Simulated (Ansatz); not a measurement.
Runs of Ansatz 0.2.0 on Ni. It takes space group Im-3m (No. 229, cubic). The conventional cell has a = 2.767 Å, b = 2.767 Å, c = 2.767 Å, α = 90.00°, β = 90.00°, γ = 90.00°. Ni (site symmetry m-3m) is surrounded by 8 Ni at 2.40 Å. This isn't the form of Ni at room conditions, which is fcc.

```tsv
task	level	potentials or basis	spin	U	cell	k mesh	cutoff (eV)	smearing	driver	hubbard projectors	double counting	atoms under strain	eos	other keys	mesh quality	gap on the mesh (eV)	pressure (GPa)	moment (μB)
elastic constants	PBEsol+D4+U	PseudoDojo standard	collinear, ferromagnetic start	Ni d U = 2 eV	volume scaled by 0.96	10 × 10 × 10	1333	cold 0.05 eV	chain	all-electron-ortho-atomic	fll (the default)	clamped	-	scf.initial_density.chi_scale = 0.1; scf.occupations.method = cold; …	not flagged	none	(b)	(a)
density of states	PBEsol+U	Ansatz PAW	collinear, ferromagnetic start	Ni d U = 1 eV	as given	13 × 13 × 13	420	methfessel-paxton 0.025 eV	-	all-electron-atomic	fll (the default)	-	-	-	not flagged	none	-3.1	0.58
single point	r2SCANh+D4	Ansatz PAW	collinear, random start	-	volume scaled by 1.04	8 × 8 × 8	500	fermi-dirac 0.05 eV	calculator	-	-	-	-	-	coarse	none	-10.5	0.64
density of states	PBEsol+U	Ansatz PAW	collinear, ferromagnetic start	Ni d U = 1 eV	as given	13 × 13 × 13	420	methfessel-paxton 0.025 eV	chain	all-electron-atomic	fll (the default)	-	-	-	not flagged	none	-3.1	0.58
projected density of states	PBEsol+D3(BJ)+ATM+U	PseudoDojo standard	collinear, ferromagnetic start	Ni d U = 2 eV	as given	13 × 13 × 13	1333	cold 0.01 eV	chain	ortho-atomic	fll (the default)	-	-	-	not flagged	none	-7.0	0.63
```

Estimate the missing entries.

(a) 0.62; (b) 3.3.

Caveats: some runs use coarse meshes; the magnetic or orbital state may not be the lowest; the U is typed as a test and isn't derived for this compound (some runs); pairwise dispersion overbinds metals, which lowers pressure and volume (some runs); the cell is more than 3 GPa from zero pressure, which shifts response properties (some runs); the elastic tensor has a negative eigenvalue, so either the cell is unstable as it stands or the mesh is too thin (some runs); the PAW data sets come from PBE, with cores solved anew for the run's functional, which leaves a small shift of forces and pressure (some runs); the PAW data sets were made with another functional, which shifts forces and pressure a little (some runs).

A gap of «none» marks a metal or a gap under the smearing width.

Runs at the PBE level aren't shown here.
